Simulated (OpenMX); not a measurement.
The system is PbO.

```
Pb O
1.0
     5.87600    0.00000    0.00000
     0.00000    5.47600    0.00000
     0.00000    0.00000    4.74300
Pb O
4 4
Direct
  0.76900 0.51400 0.25000
  0.23100 0.48600 0.75000
  0.76900 0.98600 0.75000
  0.23100 0.01400 0.25000
  0.13200 0.58200 0.25000
  0.86800 0.41800 0.75000
  0.13200 0.91800 0.75000
  0.86800 0.08200 0.25000
```

* Program: OpenMX 3.8.5
* Task: single point
* Functional: PBE
* Potentials or basis: OpenMX 2013 PBE set, Pb8.0-s3p2d2f1, O6.0-s2p2d1, grid cutoff 500 Ry
* k mesh: 5 × 5 × 7
* Occupations: fermi-dirac, width 0.05 eV
* Spin: no spin polarisation

On this cell: pressure 3.7 GPa; largest force 1.042 eV/Å; band gap on the k mesh 2.02 eV, indirect (least direct gap 2.28 eV).

The same run follows on a disturbed copy (atoms moved at random, drawn with an rms of 0.05 Å):

```
Pb O
1.0
     5.87600    0.00000    0.00000
     0.00000    5.47600    0.00000
     0.00000    0.00000    4.74300
Pb O
4 4
Direct
  0.77213 0.51030 0.24500
  0.23724 0.48641 0.73958
  0.77844 0.98223 0.75373
  0.23308 0.01103 0.25676
  0.12919 0.58469 0.25384
  0.87060 0.42504 0.74715
  0.13797 0.92163 0.74828
  0.86623 0.07426 0.23699
```

**Question.** What changes?

**Answer.** The energy moves by +7.5 meV/atom; pressure 4.2 GPa; largest force 1.401 eV/Å; band gap on the k mesh 1.96 eV, indirect (least direct gap 2.22 eV).

Forces on the atoms (eV/Å):
```
Pb  -1.069 -0.811  0.027
Pb   0.425  0.750  0.160
Pb  -1.170  0.764 -0.097
Pb   0.586 -0.671 -0.162
O    1.346  0.288 -0.109
O   -0.702 -0.439 -0.030
O    1.200 -0.337 -0.029
O   -0.609  0.456  0.242
```

Caveats: spin-orbit coupling is left out, which as a rule narrows the gap of such compounds by several tenths of an eV; an odd mesh through Γ misses points on the zone boundary, where band edges often lie; the cell's inner coordinates are idealised or old, which leaves forces on the atoms; the basis of atomic orbitals isn't converged, which shifts pressures, moduli and gaps.
